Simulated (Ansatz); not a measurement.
## How far is PAW off for Li?

```
Li
1.0
     0.00000    2.20200    2.20200
     2.20200    0.00000    2.20200
     2.20200    2.20200    0.00000
Li
1
Direct
  0.00000 0.00000 0.00000
```

The cell is COD entry 9008473, as deposited and not checked against the literature; nothing was relaxed.

Methods: DFT, LDA, PAW with Ansatz's default frozen-core files, scalar-relativistic (Ansatz 0.2.0); DFT, LDA, all-electron LAPW, scalar-relativistic (Ansatz 0.2.0).

For PAW: a Γ-centred 16×16×16 k mesh, Fermi–Dirac smearing of 0.05 eV, cutoff 420 eV, no spin polarisation; the PAW files were made with PBE, and the program remakes their frozen cores for this functional. LAPW targets a basis error of 0.5 meV/atom. The Ansatz runs share mesh, smearing and spin set-up. Plane-wave (PAW) pressures include the program's estimate of the Pulay term.

Stress and pressure are positive in compression.

Levels count from the Fermi level.

```
                      quantity      PAW     LAPW
                pressure (GPa)    -1.47    -1.47
highest filled level at X (eV)  -45.661  -45.693
  lowest empty level at X (eV)    1.475    1.476
highest filled level at Γ (eV)   -3.425   -3.426
  lowest empty level at Γ (eV)   13.606   13.611
highest filled level at L (eV)  -45.666  -45.699
  lowest empty level at L (eV)    0.012    0.012
```

PAW's pressure differs from the LAPW value by about 0.01 GPa or less.
